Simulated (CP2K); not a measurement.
Crystal: W2C.

```
W C
1.0
     3.07005    0.00000    0.00000
    -1.53502    2.65874    0.00000
     0.00000    0.00000    4.67843
W C
2 1
Direct
  0.66667 0.33333 0.25367
  0.33333 0.66667 0.74633
  0.00000 0.00000 0.00000
```

The cell comes from a database or a generator and needn't be the stable form of this composition.

Base run:

* Program: CP2K 2026.2
* Functional: TPSS
* Potentials or basis: POTENTIAL_UZH W GTH-PBE-q14, C GTH-PBE-q4; TZVP-MOLOPT-PBE-GTH basis
* Density cutoff: 9184 eV
* k mesh: 10 × 10 × 6
* Occupations: fermi-dirac, width 0.05 eV
* Spin: no spin polarisation

Its results: band gap on the k mesh none (metal or under the smearing width); pressure -5.8 GPa; largest force 0.112 eV/Å.

**Question.** The run is repeated on the same cell with these changes: functional from TPSS to PBEsol. What comes out?

**Answer.** Band gap on the k mesh none (metal or under the smearing width); pressure -10.4 GPa; largest force 0.118 eV/Å.

Caveats: the potentials were made for another functional, which shifts forces and pressure; the basis of atomic orbitals isn't converged, which shifts pressures, moduli and gaps.
